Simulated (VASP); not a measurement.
Here is a VASP 6.6.1 calculation.

Contents of INCAR:

```
SYSTEM = GaN
ALGO = Fast ; EDIFF = 1E-7
EDIFFG = -0.005 ; ENCUT = 600
GGA = PS ; IBRION = 2
ISIF = 3 ; ISMEAR = 0
LASPH = .True. ; LCHARG = .False.
LREAL = .False. ; LWAVE = .False.
NELM = 100 ; NSW = 100
PREC = Accurate ; SIGMA = 0.02
```

KPOINTS

```
k-points
0
Gamma
  10 10 10
  0 0 0
```

File POSCAR:

```
GaN
1.0
    0.0000000000      2.2535006075      2.2535006075
    2.2535006075      0.0000000000      2.2535006075
    2.2535006075      2.2535006075      0.0000000000
Ga N
1 1
Direct
    0.0000000000      0.0000000000      0.0000000000
    0.7500000000      0.7500000000      0.7500000000
```

Potentials or basis: VASP PAW PBE potentials, release 64 (Ga_d, N).

Command:

```bash
$ cat potpaw_PBE.64/Ga_d/POTCAR potpaw_PBE.64/N/POTCAR > POTCAR
$ mpirun -np 1 vasp_std > vasp.out
```

(1) What does it give for the space group after relaxing (to 0.05 Å)?

(2) What does it give for the relaxed volume?

(3) Predict the band gap on the k mesh.

(4) What does it give for the relaxed cell?

Answers

(1) F-43m (No. 216).

(2) 11.35 Å³/atom.

(3) 1.73 eV, direct.

(4) a = 3.178 Å, b = 3.178 Å, c = 3.178 Å, α = 60.00°, β = 60.00°, γ = 60.00°.

Caveat: the PAW data sets were made with another functional, which shifts forces and pressure a little.
